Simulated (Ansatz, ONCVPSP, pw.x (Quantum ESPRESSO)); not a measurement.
**Equation-of-state test of one ONCV potential (B (Z = 5))**

B (Z = 5), optimised norm-conserving Vanderbilt (ONCV), made with ONCVPSP 4.0.1.1 (patched build) (PBE, scalar-relativistic). Core [He], reference 2s2 2p1. Waves: 2s: rc 1.50 bohr, ncon 4, nbas 8, qcut 4.6 1/bohr, 1 projector; 2p: rc 2.00 bohr, ncon 4, nbas 7, qcut 4 1/bohr, 1 projector; d scattering state at 0.3 Ha: rc 2.15 bohr, ncon 4, nbas 7, qcut 4.9 1/bohr, 3 projectors, debl 3.3 Ha. Local part: polynomial inside 1.25 bohr (lpopt 5, dvloc0 4 Ha). Core correction: none.

Crystal test: fcc B in pw.x 7.5, no spin, 18³ k-points, Fermi–Dirac smearing 0.01 Ry, cutoffs 100/400 Ry. The reference is all-electron LAPW (Ansatz 0.2.0) with the same functional, mesh and smearing; V0 and B0 come from Birch–Murnaghan fits to the pressures at five volumes. Errors are pseudo minus all-electron; Δ is the rms difference of the E(V) curves that follow from these fits, minima aligned, over ±6 % about the mean V0. Mesh and smearing are coarse, so the numbers serve the comparison and aren't converged zero-temperature values; the lattice is a test structure that the element need not adopt.

```json
{"V (Å³/atom)": "5.603", "P all-electron (GPa)": "14.83", "P pseudo (GPa)": "9.28"}
{"V (Å³/atom)": "5.751", "P all-electron (GPa)": "6.76", "P pseudo (GPa)": "1.88"}
{"V (Å³/atom)": "5.898", "P all-electron (GPa)": "-0.40", "P pseudo (GPa)": "-4.70"}
{"V (Å³/atom)": "6.045", "P all-electron (GPa)": "-6.74", "P pseudo (GPa)": "-10.53"}
{"V (Å³/atom)": "6.193", "P all-electron (GPa)": "-12.37", "P pseudo (GPa)": "-15.70"}
```

All-electron: a0 = 2.867 Å (V0 = 5.89 Å³/atom), B0 = 270.8 GPa.

Pseudopotential: mean pressure error (GPa): -4.37; a0 (Å): 2.851; a0 error (%): -0.56; B0 error (%): -2.1; Δ (meV/atom): 5.8. The largest radius (2.15 bohr) exceeds half the bond length (1.92 bohr), so the spheres overlap, which is one possible source of error among others. This is a poor potential for the solid.

**Question.** At the middle volume, how do free energy and pressure move when the wave cutoff is lowered (ecutrho kept at four times it)?

**Answer.**

```json
{"cutoff (Ry)": "45", "shift of F (meV/atom)": "+37.3", "shift of P (GPa)": "+0.28"}
{"cutoff (Ry)": "60", "shift of F (meV/atom)": "+18.9", "shift of P (GPa)": "-1.29"}
{"cutoff (Ry)": "80", "shift of F (meV/atom)": "+1.0", "shift of P (GPa)": "-0.18"}
```

Input at the middle volume:

```
&control
  calculation='scf', prefix='x', pseudo_dir='./', outdir='./tmp', tstress=.true., disk_io='low'
/
&system
  ibrav=0, nat=1, ntyp=1, ecutwfc=100, ecutrho=400, nbnd=8,
  occupations='smearing', smearing='fd', degauss=0.01
/
&electrons
  conv_thr=1e-09, mixing_beta=0.4, electron_maxstep=70
/
ATOMIC_SPECIES
B 1.0 B.UPF
CELL_PARAMETERS angstrom
  0.00000000 1.43403007 1.43403007
  1.43403007 0.00000000 1.43403007
  1.43403007 1.43403007 0.00000000
ATOMIC_POSITIONS crystal
B 0.0000 0.0000 0.0000
K_POINTS automatic
18 18 18 0 0 0
```

```bash
pw.x < B.scf.in > B.scf.out
```

Lines of the output:

```
Message from routine setup:
     using ibrav=0 with symmetry is DISCOURAGED, use correct ibrav instead
     lattice parameter (alat)  =       3.8324  a.u.
     unit-cell volume          =      39.8017 (a.u.)^3
     number of electrons       =         3.00
     number of Kohn-Sham states=            8
     kinetic-energy cutoff     =     100.0000  Ry
     charge density cutoff     =     400.0000  Ry
     scf convergence threshold =      1.0E-09
     Exchange-correlation= PBE
     number of k points=   195  Fermi-Dirac smearing, width (Ry)=  0.0100
     iteration #  1     ecut=   100.00 Ry     beta= 0.40
     total energy              =      -5.56681367 Ry
     estimated scf accuracy    <       0.00166098 Ry
     iteration #  2     ecut=   100.00 Ry     beta= 0.40
     total energy              =      -5.56731544 Ry
     estimated scf accuracy    <       0.00059680 Ry
     iteration #  3     ecut=   100.00 Ry     beta= 0.40
     total energy              =      -5.56733985 Ry
     estimated scf accuracy    <       0.00000029 Ry
     iteration #  4     ecut=   100.00 Ry     beta= 0.40
     total energy              =      -5.56734021 Ry
     estimated scf accuracy    <       0.00000007 Ry
     iteration #  5     ecut=   100.00 Ry     beta= 0.40
     the Fermi energy is    14.3987 ev
!    total energy              =      -5.56734021 Ry
     estimated scf accuracy    <          5.9E-10 Ry
     smearing contrib. (-TS)   =      -0.00098213 Ry
     The total energy is F=E-TS. E is the sum of the following terms:
     one-electron contribution =       4.22772172 Ry
     hartree contribution      =       0.01835734 Ry
     xc contribution           =      -2.19898427 Ry
     ewald contribution        =      -7.61345288 Ry
     convergence has been achieved in   5 iterations
          total   stress  (Ry/bohr**3)                   (kbar)     P=      -46.99
```

The run at the middle volume (195 k-points, 5 iterations) took about 4.1 s on one core of a shared host (AMD EPYC 9R45 96-Core Processor, 96 threads, 376 GiB, load 27).
